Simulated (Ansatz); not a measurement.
La (sc type), DFT, PBE, all-electron LAPW, scalar-relativistic (Ansatz 0.2.0), on 1 thread of Arm Neoverse V2 (shared host).

Command: `ansatz run input.yaml --threads 1 --pin off --max-ram 3584MiB --backend cpu --events-out ev --progress --plain --runs-dir out`

```yaml
crystal:
  lattice:
    - [2.5347421206, 0.0, 0.0]
    - [0.0, 2.5347421206, 0.0]
    - [0.0, 0.0, 2.5347421206]
  atoms:
    - { symbol: La, position: [0.0, 0.0, 0.0] }
kpoints:
  mp_grid: { grid: [15, 15, 15] }
scf:
  occupations: { method: fermi_dirac, width: 0.05 }
hamiltonian:
  xc: pbe
  pseudopotentials: { kind: all_electron, lapw: { basis_error: 0.0005 } }
output:
  forces: true
  stress: true
  eigenvalues: true
relax:
  f_tol: 0.005
  max_steps: 12
  cell: { p_target: 130.0, stress_tol: 0.065 }
```

How large is the problem that the program sets up?

120 irreducible k-points, 251 plane waves at Γ, 19 bands.

About how long does it take?

31 s of wall time for 17 SCF iterations over 3 geometries. Times on shared machines scatter by tens of per cent.
